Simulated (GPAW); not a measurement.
CdS (Hawleyite):

```
CELL_PARAMETERS angstrom
0.00000 2.91650 2.91650
2.91650 0.00000 2.91650
2.91650 2.91650 0.00000
ATOMIC_POSITIONS crystal
Cd 0.00000 0.00000 0.00000
S 0.75000 0.75000 0.75000
```

Base run:

| Item | Value |
| --- | --- |
| Program | GPAW 26.7.0 |
| Functional | PBEsol |
| Potentials or basis | PAW data sets generated in the run's folder for this functional |
| Cutoff | 510 eV |
| Basis | pw |
| k mesh | 5 × 5 × 5 |
| Occupations | fermi-dirac, width 0.01 eV |
| Spin | no spin polarisation |

Its results: band gap on the k mesh 0.98 eV, direct; pressure -0.7 GPa.

Task: The run is repeated on the same cell with these changes: functional from PBEsol to BLYP. What comes out?

Result: Band gap on the k mesh 1.07 eV, direct; pressure 5.6 GPa.

BLYP binds less tightly than PBEsol, so the same cell stands under more pressure.

Caveats: the cutoff is short for stress and forces, so pressures can be off by a GPa or more; an odd mesh through Γ misses points on the zone boundary, where band edges often lie.

Not every run made on this cell is shown here.
